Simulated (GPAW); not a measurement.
# Ge (P6_3/mmc) in GPAW: further runs

The runs below take Ge through band structure, phonons, with PBEsol, PBE, LDA.

Program: GPAW 26.7.0. These are calculated values, not measurements. Logs are shortened: lines on timing, memory, paths and dates and some standing lists are left out, and cuts for length are marked. The log counts tension as positive stress, the text compression.

## 1. Starting point

Symmetry: P6_3/mmc, No. 194, hexagonal system. Conventional cell: a = 3.998 Å, b = 3.998 Å, c = 6.599 Å, α = 90.00°, β = 90.00°, γ = 120.00°. Ge (site symmetry 3m) has 4 Ge at 2.45 to 2.47 Å as nearest neighbours.

This isn't the form of Ge at room conditions, which is diamond.

## 2. Band structure, PBEsol

File run.py:

```python
from ase import Atoms
from ase.dft.bandgap import bandgap
from ase.io import write
from ase.units import GPa
from gpaw import GPAW, PW, setup_paths

setup_paths.insert(0, '.')

atoms = Atoms(['Ge', 'Ge', 'Ge', 'Ge'],
              cell=[[3.9975858431, 0.0, 0.0],
                    [-1.9987929216, 3.462010894, 0.0],
                    [0.0, 0.0, 6.59937795]],
              scaled_positions=[[0.3333333333, 0.6666666667, 0.93709875],
                                [0.6666666667, 0.3333333333, 0.43709875],
                                [0.3333333333, 0.6666666667, 0.56290125],
                                [0.6666666667, 0.3333333333, 0.06290125]],
              pbc=True)

calc = GPAW(mode=PW(600),
            xc='PBEsol',
            kpts={'size': (8, 8, 4), 'gamma': True},
            occupations={'name': 'fermi-dirac', 'width': 0.05},
            nbands=18,
            convergence={'density': 1e-05, 'energy': 1e-05},
            maxiter=150,
            txt='gpaw.txt')
atoms.calc = calc
energy = atoms.get_potential_energy()
forces = atoms.get_forces()
stress = atoms.get_stress()
calc.write('gs.gpw')
write('result.traj', atoms)
print(f'Energy: {energy:.6f} eV')
print('Forces (eV/A):')
print(forces.round(4))
print('Stress (GPa):', (stress / GPa).round(3))
print('Fermi level:', round(calc.get_fermi_level(), 4), 'eV')
print(f'Gap: {bandgap(calc)[0]:.4f} eV, direct: {bandgap(calc, direct=True)[0]:.4f} eV')

path = atoms.cell.bandpath('GMKGALHA,LM,KH', npoints=100, eps=1e-4)
bs_calc = calc.fixed_density(kpts=path, symmetry='off', nbands=34,
                             convergence={'bands': 'CBM+6.0', 'eigenstates': 1e-6}, txt='bands.txt')
bs = bs_calc.band_structure()
bs.write('bs.json')
print(f'Gap on the path: {bandgap(bs_calc)[0]:.4f} eV')
```

Potentials or basis: PAW data sets generated in the run's folder for this functional, pw.

Launch:

```console
gpaw-setup -f PBEsol Ge
OMP_NUM_THREADS=1 python run.py
```

gpaw.txt:

```text
__  _  _
 | _ |_)|_||  |
 |__||  | ||/\| - 26.7.0

Input parameters:
  mode=PW(ecut=600.0),
  convergence={'density': 1e-05, 'energy': 1e-05},
  kpts=MonkhorstPack(size=(8, 8, 4), gamma=True),
  maxiter=150,
  nbands=18,
  occupations=Occupations(name='fermi-dirac', width=0.05),
  xc=XC(name='PBEsol')

Diagonalizing LCAO Hamiltonian
Converting LCAO to pw mode

        Ge

        Ge
            Ge

            Ge

Atoms  # Å, Bohr magnetons
|   | symbol |         x |        y |        z |    initial magnetic moments |
|---|--------|-----------|----------|----------|-----------------------------|
| 0 |     Ge | -0.000000 | 2.308007 | 6.184269 | ( 0.0000,  0.0000,  0.0000) |
| 1 |     Ge |  1.998793 | 1.154004 | 2.884580 | ( 0.0000,  0.0000,  0.0000) |
| 2 |     Ge | -0.000000 | 2.308007 | 3.714798 | ( 0.0000,  0.0000,  0.0000) |
| 3 |     Ge |  1.998793 | 1.154004 | 0.415109 | ( 0.0000,  0.0000,  0.0000) |

Unit cell  # Å
| periodic |         x |        y |        z |  lengths |     angles |
|----------|-----------|----------|----------|----------|------------|
|      yes |  3.997586 | 0.000000 | 0.000000 | 3.997586 |  90.000000 |
|      yes | -1.998793 | 3.462011 | 0.000000 | 3.997586 |  90.000000 |
|      yes |  0.000000 | 0.000000 | 6.599378 | 6.599378 | 120.000000 |

Number of symmetries: 12
Symmetry operations  # r_c * U_cc + t_c -> r_c
|    | kind |            matrix            |
|----|------|------------------------------|
|  0 |  σ   |  1, 1, 0,  0,-1, 0,  0, 0, 1 |
|  1 |  S6  |  1, 1, 0, -1, 0, 0,  0, 0,-1 |
|  2 |  E   |  1, 0, 0,  0, 1, 0,  0, 0, 1 |
|  3 |  C2  |  1, 0, 0, -1,-1, 0,  0, 0,-1 |
|  4 |  C2  |  0, 1, 0,  1, 0, 0,  0, 0,-1 |
|  5 |  C3  |  0, 1, 0, -1,-1, 0,  0, 0, 1 |
|  6 |  S6  |  0,-1, 0,  1, 1, 0,  0, 0,-1 |
|  7 |  σ   |  0,-1, 0, -1, 0, 0,  0, 0, 1 |
|  8 |  σ   | -1, 0, 0,  1, 1, 0,  0, 0, 1 |
|  9 |  i   | -1, 0, 0,  0,-1, 0,  0, 0,-1 |
| 10 |  C3  | -1,-1, 0,  1, 0, 0,  0, 0, 1 |
| 11 |  C2  | -1,-1, 0,  0, 1, 0,  0, 0,-1 |

BZ-sampling:
  Number of BZ points: 256
  Number of IBZ points: 35

  Monkhorst-Pack size: [8, 8, 4]
  Monkhorst-Pack shift: [0.0625, 0.0625, 0.125]

K-points  # in reciprocal-cell coordinates
|     |                                coordinates |     weight |
|-----|--------------------------------------------|------------|
|   0 | (  0.00000000,   0.00000000,   0.00000000) | 0.00390625 |
|   1 | (  0.00000000,   0.00000000,   0.25000000) | 0.00781250 |
|   2 | (  0.00000000,   0.00000000,   0.50000000) | 0.00390625 |
|   3 | (  0.12500000,   0.00000000,  -0.25000000) | 0.02343750 |
|   4 | (  0.12500000,   0.00000000,   0.00000000) | 0.02343750 |
|   5 | (  0.12500000,   0.00000000,   0.25000000) | 0.02343750 |
|   6 | (  0.12500000,   0.00000000,   0.50000000) | 0.02343750 |
|   7 | (  0.25000000,  -0.12500000,   0.00000000) | 0.02343750 |
|   8 | (  0.25000000,  -0.12500000,   0.25000000) | 0.04687500 |
|   9 | (  0.25000000,  -0.12500000,   0.50000000) | 0.02343750 |
| ... |                                            |            |
|  34 | (  0.50000000,   0.50000000,   0.50000000) | 0.01171875 |

Plane wave coefficients: 3070
Cutoff: 600.0 eV

Spin-components: 1 (collinear spins)
Bands:           18
Projectors:      20
Spin-degeneracy: 2
Datatype:        complex128

Parallelization:
  kpt:    1
  domain: 1
  band:   1

Density:
  Valence electrons: 16.0
  Components: 1
  Grid points: [24 24 40]
  Charge: 0.0  # |e|

Potential:
  Grid points: [24 24 40]

species:
  Ge:
    name:    Germanium
    Z:       32.0
    valence: 4
    core:    28
    charge:  0.0  # [|e|]
    compensation charges:
      type: gauss
      rc: 0.32  # [Å]
      lmax: 2
    cutoffs:
      filter: 1.77  # [Å]
      core: 3.42  # [Å]
    projectors
    | kind |    occ | energy [eV] | rcut [Å] |
    |------|--------|-------------|----------|
    |   4s |  2.000 |     -11.738 |    1.005 |
    |   4p |  2.000 |      -3.898 |    1.005 |
    |    s |        |      15.473 |    1.005 |
    |    p |        |      23.314 |    1.005 |
    |    d |        |       0.000 |    1.005 |

    Using partial waves for Ge as LCAO basis

Reference energy: -228223.039753  # eV

eigensolver:
  PPCG
  Converge bands: occupied
  niter=2

density mixing:
  MSR1-Mixer
  Pratt-step length: 0.05
  Maximum mixing coefficient: 0.75
  Old densities: 10
  SVD Regularization: 0.005
  Good broyden scale: 1.0
  Trust region scale: 1.0
  Backstep threshold: 4.0
  History deletion threshold: 6.0
  Fourier metric: weight=20.0, sigma=0.015

occupation numbers:
  Fermi-Dirac:
    width: 0.0500  # eV

poisson solver:
  ecut: 4800.0  # eV

xc functional:
  name: PBEsol with 2 nearest neighbor stencil

convergence criteria:
[... 6 lines left out ...]
|iter     | |      energy | eigst |  dens |
|---------|-|-------------|-------|-------|
|iter:   1| |  -19.768603 | -0.47 |       |
|iter:   2| |  -19.756152 | -2.73 | -0.92 |
|iter:   3| |  -19.638780 | -2.52 | -0.94 |
|iter:   4| |  -19.635078 | -3.49 | -1.57 |
|iter:   5| |  -19.635153 | -5.11 | -2.48 |
|iter:   6| |  -19.635161c| -6.40 | -3.20 |
|iter:   7| |  -19.635162c| -7.50c| -3.72 |
|iter:   8| |  -19.635162c| -8.00c| -4.80 |
|iter:   9| |  -19.635162c| -8.84c| -5.23c|

Converged in 9 steps
Energy contributions relative to reference atoms: (reference = -228223.039753)

Energy contributions:
  Kinetic:          47.224858
  Coulomb:         -42.460449
  Zero:             -0.004767
  External:          0.000000
  Xc:              -24.394146
  Entropy:          -0.001314
  Spinorbit:         0.000000
  ----------------------------
  Free energy:     -19.635819
  Extrapolated:    -19.635162

dipole moment: (0.000249, 0.000431, 0.000822)  # |e|*Ang

Fermi level: 5.820
Eigenvalues  # (at kpt = [0.000, 0.000, 0.000])
| band index |      eig [eV] | occ [0-2] |
|------------|---------------|-----------|
|          0 |        -6.973 |     2.000 |
|          1 |        -4.944 |     2.000 |
|          2 |        -1.822 |     2.000 |
|          3 |         4.322 |     2.000 |
|          4 |         4.322 |     2.000 |
|          5 |         5.646 |     1.940 |
[... 8 lines left out ...]
|         14 |        10.348 |     0.000 |
|         15 |        11.775 |     0.000 |
|        ... |               |           |
|         17 |        13.090 |     0.000 |

Gap: 0.070 eV
Transition (v -> c):
  (s=0, k=0, n=7, [0.00, 0.00, 0.00]) -> (s=0, k=1, n=8, [0.00, 0.00, 0.25])
Direct/indirect transitions are different
Direct gap: 0.116 eV
Transition at: (s=0, k=0, n=7, [0.00, 0.00, 0.00])

Forces  # eV/Ang
|        x |        y |        z |
|----------|----------|----------|
|  0.00000 | -0.00000 | -0.00647 |  # Ge   0
| -0.00000 | -0.00000 | -0.00647 |  # Ge   1
|  0.00000 |  0.00000 |  0.00647 |  # Ge   2
| -0.00000 |  0.00000 |  0.00647 |  # Ge   3

Stress tensor  # eV/Ang^3
|         x |         y |         z |
|-----------|-----------|-----------|
| -0.002281 | -0.000000 |  0.000000 |
| -0.000000 | -0.002281 |  0.000000 |
|  0.000000 |  0.000000 | -0.000162 |

# Writing to gs.gpw (mode='')
```

Run time: 2.4 min. Hardware: 1 thread of Intel Xeon Platinum 8259CL at 2.50GHz (Skylake/Cascade Lake), shared host; peak memory 0.45 GiB.

Results:

- Free energy: -19.6358 eV
- Pressure: 0.3 GPa
- Largest force: 0.006 eV/Å
- Band gap along the path: none (metal or under the smearing width)

Forces on the atoms (eV/Å):
```
Ge   0.000  0.000 -0.006
Ge   0.000  0.000 -0.006
Ge   0.000  0.000  0.006
Ge   0.000  0.000  0.006
```

Levels at the corners of the path, in eV from the Fermi level:
| point | band 5 | band 6 | band 7 | band 8 | band 9 | band 10 | band 11 | band 12 |
| --- | --- | --- | --- | --- | --- | --- | --- | --- |
| Γ | -1.50 | -0.17 | -0.14 | -0.01 | 0.11 | 0.11 | 2.23 | 2.23 |
| M | -4.62 | -3.09 | -2.86 | -1.46 | 0.44 | 1.61 | 3.47 | 3.66 |
| K | -5.03 | -3.51 | -3.51 | -3.24 | 1.36 | 4.56 | 4.56 | 5.08 |
| Γ | -1.50 | -0.17 | -0.14 | -0.01 | 0.11 | 0.11 | 2.23 | 2.23 |
| A | -0.87 | -0.87 | -0.87 | -0.87 | 0.64 | 0.64 | 3.33 | 3.33 |
| L | -2.57 | -2.57 | -2.43 | -2.43 | 0.46 | 0.46 | 2.03 | 2.03 |
| H | -4.33 | -4.33 | -2.04 | -2.04 | 1.19 | 1.19 | 4.03 | 4.03 |
| A | -0.87 | -0.87 | -0.87 | -0.87 | 0.64 | 0.64 | 3.33 | 3.33 |
| L | -2.57 | -2.57 | -2.43 | -2.43 | 0.46 | 0.46 | 2.03 | 2.03 |
| M | -4.62 | -3.09 | -2.86 | -1.46 | 0.44 | 1.61 | 3.47 | 3.66 |
| K | -5.03 | -3.51 | -3.51 | -3.24 | 1.36 | 4.56 | 4.56 | 5.08 |
| H | -4.33 | -4.33 | -2.04 | -2.04 | 1.19 | 1.19 | 4.03 | 4.03 |

## 3. Band structure, PBEsol, spin-orbit coupling, no magnetisation

run.py, as its differences from that of step 2:

```diff
@@ -1 +1,2 @@
+import numpy as np
 from ase import Atoms
@@ -5,2 +6,3 @@
 from gpaw import GPAW, PW, setup_paths
+from gpaw.spinorbit import soc_eigenstates
 
@@ -45 +47,7 @@
 print(f'Gap on the path: {bandgap(bs_calc)[0]:.4f} eV')
+
+soc = soc_eigenstates(bs_calc, theta=54.7, phi=45)
+np.savetxt('soc_bands.dat', soc.eigenvalues(), fmt='%.4f')
+mesh = soc_eigenstates('gs.gpw', theta=54.7, phi=45)
+np.savetxt('soc_mesh.dat', mesh.eigenvalues(), fmt='%.4f')
+print('Fermi level with spin-orbit coupling:', round(mesh.fermi_level, 4), 'eV')
```

Potentials or basis: PAW data sets generated in the run's folder for this functional, pw.

Launch:

```console
gpaw-setup -f PBEsol Ge
OMP_NUM_THREADS=1 python run.py
```

Run time: 2.5 min. Hardware: 1 thread of Intel Xeon Platinum 8259CL at 2.50GHz (Skylake/Cascade Lake), shared host; peak memory 0.5 GiB.

Results (log left out):

| Item | Value |
| --- | --- |
| Free energy | -19.6358 eV |
| Pressure | 0.3 GPa |
| Largest force | 0.006 eV/Å |
| Band gap along the path | none (metal or under the smearing width) |

Forces in eV/Å, atoms in the order of the input:
```
Ge   0.000  0.000 -0.006
Ge   0.000  0.000 -0.006
Ge   0.000  0.000  0.006
Ge   0.000  0.000  0.006
```

Stress tensor (GPa, compression positive):
```
0.37 0.00 0.00
0.00 0.37 0.00
0.00 0.00 0.03
```

Levels at the corners of the path, in eV from the Fermi level:
| point | band 13 | band 14 | band 15 | band 16 | band 17 | band 18 | band 19 | band 20 |
| --- | --- | --- | --- | --- | --- | --- | --- | --- |
| Γ | -0.15 | -0.15 | -0.01 | -0.01 | 0.08 | 0.08 | 0.21 | 0.21 |
| M | -2.87 | -2.87 | -1.46 | -1.46 | 0.43 | 0.43 | 1.60 | 1.60 |
| K | -3.51 | -3.51 | -3.23 | -3.23 | 1.35 | 1.35 | 4.49 | 4.49 |
| Γ | -0.15 | -0.15 | -0.01 | -0.01 | 0.08 | 0.08 | 0.21 | 0.21 |
| A | -0.78 | -0.78 | -0.78 | -0.78 | 0.64 | 0.64 | 0.64 | 0.64 |
| L | -2.43 | -2.43 | -2.43 | -2.43 | 0.45 | 0.45 | 0.45 | 0.45 |
| H | -2.07 | -2.07 | -2.03 | -2.03 | 1.17 | 1.17 | 1.20 | 1.20 |
| A | -0.78 | -0.78 | -0.78 | -0.78 | 0.64 | 0.64 | 0.64 | 0.64 |
| L | -2.43 | -2.43 | -2.43 | -2.43 | 0.45 | 0.45 | 0.45 | 0.45 |
| M | -2.87 | -2.87 | -1.46 | -1.46 | 0.43 | 0.43 | 1.60 | 1.60 |
| K | -3.51 | -3.51 | -3.23 | -3.23 | 1.35 | 1.35 | 4.49 | 4.49 |
| H | -2.07 | -2.07 | -2.03 | -2.03 | 1.17 | 1.17 | 1.20 | 1.20 |

Caveat: spin-orbit coupling was added after a scalar SCF, so levels and gaps hold it while energy, forces, pressure and moments don't; this program's spin-orbit splittings come out too wide for heavy elements.

(Continued in part 2 of 2.)
